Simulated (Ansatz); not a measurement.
Crystal: TiO2.

```xyz
6
Lattice="4.5998 0.0000 0.0000 0.0000 4.5998 0.0000 0.0000 0.0000 2.9592" Properties=species:S:1:pos:R:3 pbc="T T T"
Ti    0.0000    0.0000    1.4796
Ti    2.2999    2.2999    0.0000
O     1.3998    1.3998    1.4796
O     0.9001    3.6997    0.0000
O     3.6997    0.9001    0.0000
O     3.2000    3.2000    1.4796
```

The cell is a database's computed one.

```yaml
Program: Ansatz 0.2.0
Task: relaxation of cell and atoms
Functional: PBE
Potentials_or_basis: PseudoDojo standard (PBE files)
Cutoff: 1143 eV
Density_cutoff: 4572 eV
k_mesh: 6 × 6 × 9
Occupations: fermi-dirac, width 0.05 eV
Spin: no spin polarisation
```

At the start: volume 10.44 Å³/atom.

Task: Where does the relaxation end?

Result: It ends after 6 steps and the volume is 10.62 Å³/atom (+1.8 %); space group P4_2/mnm (No. 136, to 0.05 Å).

The path:
| step | energy change (eV) | largest force (eV/Å) | volume (Å³) |
| --- | --- | --- | --- |
| 1 | 0.0000 | 0.0192 | 62.61 |
| 2 | -0.0112 | 0.0677 | 63.34 |
| 3 | -0.0130 | 0.0388 | 63.71 |
| 4 | -0.0132 | 0.0039 | 63.74 |
| 5 | -0.0133 | 0.0021 | 63.75 |
| 6 | -0.0137 | 0.0021 | 63.75 |

Final structure:
```
CELL_PARAMETERS angstrom
4.63859 0.00000 0.00000
0.00000 4.63859 0.00000
0.00000 0.00000 2.96270
ATOMIC_POSITIONS crystal
Ti 0.00000 0.00000 0.50000
Ti 0.50000 0.50000 0.00000
O 0.30513 0.30513 0.50000
O 0.19487 0.80513 0.00000
O 0.80513 0.19487 0.00000
O 0.69487 0.69487 0.50000
```

Caveat: the plane-wave basis is chosen anew once the cell has moved, so the energies of steps on either side of that aren't comparable.
